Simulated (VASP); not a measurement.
# Cs (I4_1/amd) in VASP: equation of state

Aim: energy against volume of Cs in PBE, for its equilibrium volume and stiffness.

Program: VASP 6.6.1. These are calculated values, not measurements. Logs are shortened: lines on timing, memory, paths and dates and some standing lists are left out, and cuts for length are marked.

## Step 1: The crystal as given

The structure is tetragonal, space group I4_1/amd (No. 141). The conventional cell has a = 5.108 Å, b = 5.108 Å, c = 19.192 Å, α = 90.00°, β = 90.00°, γ = 90.00°.

This isn't the form of Cs at room conditions, which is bcc.

## Step 2: Equation of state, PBE, 117.66 Å³/atom (volume scaled by 0.94)

Input file INCAR:

```
SYSTEM = Cs
PREC = Accurate
ENCUT = 520
EDIFF = 1E-7
ISMEAR = -1
SIGMA = 0.05
LREAL = .FALSE.
LASPH = .TRUE.
NELM = 80
ALGO = Normal
ISIF = 2
LWAVE = .FALSE.
LCHARG = .FALSE.
GGA = PE
NBANDS = 16
```

Input file KPOINTS:

```
regular mesh
0
G
  7 7 7
  0 0 0
```

Input file POSCAR:

```
Cs
1.0
   -2.5017123618      2.5017123618      9.4001737211
    2.5017123618     -2.5017123618      9.4001737211
    2.5017123618      2.5017123618     -9.4001737211
Cs
2
Direct
    0.5000000000      0.5000000000      0.0000000000
    0.2500000000      0.7500000000      0.5000000000
```

Potentials or basis: VASP PAW PBE potentials, release 64 (Cs_sv).

Run with:

```
cat potpaw_PBE.64/Cs_sv/POTCAR > POTCAR
mpirun -np 1 vasp_std > vasp.out
```

OUTCAR:

```text
SYSTEM = Cs
   PREC = Accurate
   ENCUT = 520
   EDIFF = 1E-7
   ISMEAR = -1
   LREAL = .FALSE.
   LASPH = .TRUE.
   NELM = 80
   ISIF = 2
   GGA = PE

 Found     40 irreducible k-points:

 Following reciprocal coordinates:
            Coordinates               Weight
  0.000000  0.000000  0.000000      1.000000
  0.142857  0.000000  0.000000      8.000000
  0.285714  0.000000 -0.000000      8.000000
  0.428571  0.000000 -0.000000      8.000000
  0.142857  0.142857  0.000000      8.000000
  0.285714  0.142857 -0.000000     16.000000
   k-points           NKPTS =     40   k-points in BZ     NKDIM =     40   number of bands    NBANDS=     16
   number of dos      NEDOS =    301   number of ions     NIONS =      2
   total plane-waves  NPLWV = 512000
   dimension x,y,z NGX =    80 NGY =   80 NGZ =   80
   dimension x,y,z NGXF=   160 NGYF=  160 NGZF=  160
   ions per type =               2
   NGX,Y,Z   is equivalent  to a cutoff of  13.24, 13.24, 13.24 a.u.
   NGXF,Y,Z  is equivalent  to a cutoff of  26.48, 26.48, 26.48 a.u.
 SYSTEM =  Cs
   PREC   = accura    normal or accurate (medium, high low for compatibility)
   ISTART =      0    job   : 0-new  1-cont  2-samecut
   ICHARG =      2    charge: 1-file 2-atom 10-const
   ISPIN  =      1    spin polarized calculation?
   LNONCOLLINEAR =      F non collinear calculations
   LSORBIT =      F    spin-orbit coupling
   LASPH  =      T    aspherical Exc in radial PAW
   ENCUT  =  520.0 eV  38.22 Ry    6.18 a.u.  18.68 18.68 18.68*2*pi/ulx,y,z
   NELM   =     80;   NELMIN=  2; NELMDL= -5     # of ELM steps
   EDIFF  = 0.1E-06   stopping-criterion for ELM
   LREAL  =      F    real-space projection
   EDIFFG = 0.1E-05   stopping-criterion for IOM
   NSW    =      0    number of steps for IOM
   IBRION =     -1    ionic relax: 0-MD 1-quasi-New 2-CG
   NFREE  =      0    steps in history (QN), initial steepest desc. (CG)
   ISIF   =      2    stress and relaxation
   ISYM   =      2    0-nonsym 1-usesym 2-fastsym
   POTIM  = 0.5000    time-step for ionic-motion
   TEBEG  =    0.0;   TEEND  =   0.0 temperature during run
   PSTRESS=    0.0 pullay stress
   NELECT =      18.0000    total number of electrons
   NUPDOWN=      -1.0000    fix difference up-down
   EMIN   =  10.00;   EMAX   =-10.00  energy-range for DOS
   EFERMI =   0.00;   METHOD = LEGACY
   ISMEAR =    -1;   SIGMA  =   0.05  broadening in eV -4-tet -1-fermi 0-gaus
   EFERMI_NEDOS =   21; number of points for ismear=-14 and -15
   IALGO  =     38    algorithm
   IMIX   =      4    mixing-type and parameters
     AMIX     =   0.40;   BMIX     =  1.00
     AMIX_MAG =   1.60;   BMIX_MAG =  1.00
  volume/ion in A,a.u.               =     117.66       794.03
  Fermi-wavevector in a.u.,A,eV,Ry     =   0.694932  1.313231  6.570663  0.482930
  Thomas-Fermi vector in A             =   1.777563
   LORBIT       =      0    0 simple, 1 ext, 2 COOP (PROOUT), +10 PAW based schemes
   GGA     = PE    functional components
   LHFCALC =     F    Hartree Fock is set to
   AEXX    =    0.0000 exact exchange contribution
   IVDW    =     0    specifies the selected vdW correction
   LEPSILON=     F    determine dielectric tensor
   LRPA    =     F    only Hartree local field effects (RPA)
 non-spin polarized calculation
  energy-cutoff  :      520.00
  volume of cell :      235.33
 maximum number of plane-waves:      6371
 NGX is ok and might be reduce to    80
   NGX = 37   NGY = 37   NGZ = 37

 number of electron      17.9999998 magnetization

 Free energy of the ion-electron system (eV)
  ---------------------------------------------------
  ext. energy  EPLUGINS =         0.00000000
  ---------------------------------------------------
  free energy    TOTEN  =        -1.59957442 eV

  energy without entropy =       -1.58215191  energy(sigma->0) =       -1.59086317

 E-fermi :   0.4192     XC(G=0):  -5.3422

 val. band max:        0.4176407456   @ k =   0.1429   0.0000   0.0000
 cond. band min:       0.4257534089   @ k =  -0.2857   0.4286   0.1429
 fundamental gap:      0.0081126632
 Fermi energy:         0.4192063001

 k-point     1 :       0.0000    0.0000    0.0000
  band No.  band energies     occupation
      1     -23.5435      2.00000
      2     -23.5378      2.00000
      3     -10.4200      2.00000
      4     -10.2807      2.00000
      5     -10.2774      2.00000
      6     -10.2774      2.00000
      7     -10.2716      2.00000
      8     -10.2716      2.00000
      9      -1.2409      2.00000
     10       0.2930      1.85168
     11       0.9916      0.00002
     12       1.9741      0.00000
     13       1.9793      0.00000
     14       2.3130      0.00000
     15       3.6687      0.00000
     16       3.6695      0.00000

 k-point     2 :       0.1429    0.0000    0.0000
  band No.  band energies     occupation
      1     -23.5420      2.00000
      2     -23.5367      2.00000
      3     -10.4120      2.00000
      4     -10.3112      2.00000
      5     -10.3026      2.00000
      6     -10.2803      2.00000
      7     -10.2756      2.00000
      8     -10.2680      2.00000
      9      -1.0630      2.00000
     10       0.4176      1.01565
     11       1.0433      0.00001
     12       1.9880      0.00000
     13       2.0381      0.00000
     14       2.3714      0.00000
     15       3.1739      0.00000
     16       3.6153      0.00000

 k-point     3 :       0.2857    0.0000   -0.0000
  band No.  band energies     occupation
      1     -23.5387      2.00000
      2     -23.5345      2.00000
      3     -10.3995      2.00000
      4     -10.3812      2.00000
      5     -10.3626      2.00000
      6     -10.2865      2.00000
      7     -10.2710      2.00000
      8     -10.2605      2.00000
      9      -0.5745      2.00000
     10       0.6407      0.02356
     11       1.2430      0.00000
     12       1.6987      0.00000
     13       1.9921      0.00000
     14       2.4979      0.00000
     15       2.9007      0.00000
     16       3.5385      0.00000

 k-point     4 :       0.4286    0.0000   -0.0000
  band No.  band energies     occupation
      1     -23.5358      2.00000
      2     -23.5328      2.00000
      3     -10.4380      2.00000
      4     -10.4306      2.00000
      5     -10.3625      2.00000
      6     -10.2948      2.00000
      7     -10.2671      2.00000
      8     -10.2548      2.00000
      9       0.0961      1.99688
     10       0.7790      0.00150
     11       1.0187      0.00001
     12       1.4909      0.00000
     13       1.7492      0.00000
     14       2.6604      0.00000
     15       2.9719      0.00000
     16       3.3467      0.00000

 k-point     5 :       0.1429    0.1429    0.0000
  band No.  band energies     occupation
      1     -23.5404      2.00000
      2     -23.5358      2.00000
      3     -10.4014      2.00000
      4     -10.3132      2.00000
      5     -10.3079      2.00000
      6     -10.2996      2.00000
      7     -10.2959      2.00000
      8     -10.2819      2.00000
      9      -0.8655      2.00000
     10       0.4315      0.87796
     11       1.2123      0.00000
     12       2.0082      0.00000
     13       2.1144      0.00000
     14       2.4372      0.00000
     15       3.0111      0.00000
     16       3.1169      0.00000

 k-point     6 :       0.2857    0.1429   -0.0000
  band No.  band energies     occupation
      1     -23.5370      2.00000
      2     -23.5336      2.00000
      3     -10.3898      2.00000
      4     -10.3802      2.00000
      5     -10.3554      2.00000
      6     -10.3069      2.00000
      7     -10.2900      2.00000
      8     -10.2872      2.00000
      9      -0.3696      2.00000
     10       0.6001      0.05223
     11       1.4651      0.00000
     12       1.7366      0.00000
     13       2.1308      0.00000
     14       2.4679      0.00000
     15       2.9081      0.00000
     16       3.0433      0.00000

 [... further k-points ...]
[... 5 lines left out ...]
  --------------------------------------------------------------------------------------
  -------------------------------------------------------------------------------------
  Total        0.1911374      0.1911374     -0.0111404      0.0000000     -0.0000000      0.0000000
  in kB        1.3013247      1.3013247     -0.0758476      0.0000000     -0.0000000      0.0000000
  external PRESSURE =       0.8422672 kB  Pullay stress =       0.0000000 kB

 VOLUME and BASIS-vectors are now :
 -----------------------------------------------------------------------------
  energy-cutoff  :      520.00
  volume of cell :      235.33
      direct lattice vectors                 reciprocal lattice vectors
    -2.501712362  2.501712362  9.400173721     0.000000000  0.199863105  0.053190506
     2.501712362 -2.501712362  9.400173721     0.199863105  0.000000000  0.053190506
     2.501712362  2.501712362 -9.400173721     0.199863105  0.199863105  0.000000000

 POSITION                                       TOTAL-FORCE (eV/Angst)
 -----------------------------------------------------------------------------------
      0.00000      0.00000      9.40017        -0.000000      0.000000     -0.000000
      2.50171      0.00000      4.70009         0.000000     -0.000000      0.000000
 -----------------------------------------------------------------------------------
    total drift:                                0.000000     -0.000000      0.000000

  FREE ENERGIE OF THE ION-ELECTRON SYSTEM (eV)
  ---------------------------------------------------
  free  energy   TOTEN  =        -1.5995744244 eV

  energy  without entropy=       -1.5821519060  energy(sigma->0) =       -1.59086317
```

It took 5 min on 1 thread of AMD EPYC 9R45 (Zen 5), shared host; peak memory 0.84 GiB.

What came out:

| Quantity | Value |
| --- | --- |
| Free energy | -1.5996 eV |
| Pressure | 0.1 GPa |
| Band gap on the k mesh | none (metal or under the smearing width) |

(Continued in part 2 of 2.)
